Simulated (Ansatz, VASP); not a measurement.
## As: VASP beside Ansatz

File INCAR:

```
SYSTEM = As
ALGO = Normal
EDIFF = 1E-7
EDIFFG = -0.005
ENCUT = 600
GGA = PE
IBRION = 2
ISIF = 3
ISMEAR = -1
LASPH = .True.
LCHARG = .False.
LREAL = .False.
LWAVE = .False.
NELM = 60
NSW = 60
PREC = Accurate
SIGMA = 0.08
```

KPOINTS

```
k-points
0
Gamma
  16 16 16
  0 0 0
```

POSCAR

```
As
1.0
    0.0000000000      2.1179117921      2.1179117921
    2.1179117921      0.0000000000      2.1179117921
    2.1179117921      2.1179117921      0.0000000000
As
1
Direct
    0.0000000000      0.0000000000      0.0000000000
```

Input for Ansatz:

```yaml
crystal:
  lattice:
    - [0.0, 2.1179117921, 2.1179117921]
    - [2.1179117921, 0.0, 2.1179117921]
    - [2.1179117921, 2.1179117921, 0.0]
  atoms:
    - { symbol: As, position: [0.0, 0.0, 0.0] }
kpoints:
  mp_grid: { grid: [16, 16, 16] }
scf:
  occupations: { method: fermi_dirac, width: 0.08 }
hamiltonian:
  xc: pbe
  pseudopotentials: { kind: paw }
output:
  forces: true
  stress: true
relax:
  f_tol: 0.005
  max_steps: 40
  cell: {}
```

Alike in both runs: task relaxation of cell and atoms; functional PBE; k mesh 16 × 16 × 16; occupations fermi-dirac, width 0.08 eV; no spin polarisation.

|  | VASP | Ansatz |
| --- | --- | --- |
| version | VASP 6.6.1 | Ansatz 0.2.0 |
| potentials or method | VASP PAW PBE potentials, release 64 (As) | PAW with Ansatz's default frozen-core files, scalar-relativistic |
| plane-wave cutoff (eV) | 600 | 420 |
| valence electrons in the cell | 5 | 15 |

```tsv
	VASP	Ansatz	Ansatz less VASP
relaxed volume (Å³/atom)	19.35	19.34	-0.007
relaxed cell length with the largest relative difference (Å)	3.013	3.013	-0.0004
energy change over the relaxation (meV/atom)	-2	-1	+0.1
```

The two sets of potentials don't hold the same shells in valence.
